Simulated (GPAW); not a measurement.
How the form of the self-energy moves the gap of KF (Carobbiite). Symmetry: Fm-3m, No. 225, cubic system. The conventional cell has a = 5.344 Å, b = 5.344 Å, c = 5.344 Å, α = 90.00°, β = 90.00°, γ = 90.00°. Nearest to K lie 6 F at 2.67 Å. Nearest to F lie 6 K at 2.67 Å. Farther neighbours and most contacts between anions are not listed. The calculation used DFT, PBE, plane waves, PAW (and 1 further level or step) in GPAW 26.7.0, with cutoff 600 eV, GPAW PAW setups 1.2.1 data release, 6×6×6 k-mesh, nbands 210 in one of its runs. The G0W0, Godby-Needs plasmon pole is 9.614 eV. The G0W0 with rALDA vertex is 9.668 eV and the known limits are not at the basis limit. It took 3 runs, 13 min in all on 4 MPI ranks of Intel Xeon Platinum 8559C (Emerald Rapids), shared host (the runs of this entry). G0W0 with rALDA vertex: +0.054 eV against G0W0, Godby-Needs plasmon pole, at other bands or cutoff, so not like for like. With the rALDA kernel as a vertex the gap is 9.25 eV (in the polarisability), 10.06 eV (in the self-energy) and 9.73 eV (in both), against 9.61 eV without. The cell and positions come from the Crystallography Open Database and are kept as given unless a step says otherwise. Bands and cutoff are finite, so the gap is not at the basis limit. The miss can reach some tenths of an eV and take either sign; the mesh is an error of its own.

[Runs of the session that timed out or met a known fault of the program may be left out.]

[Hosts, paths, dates, database ids (printed as entryN), source tags and the programs' standing remarks are cut or masked in the printed files.]
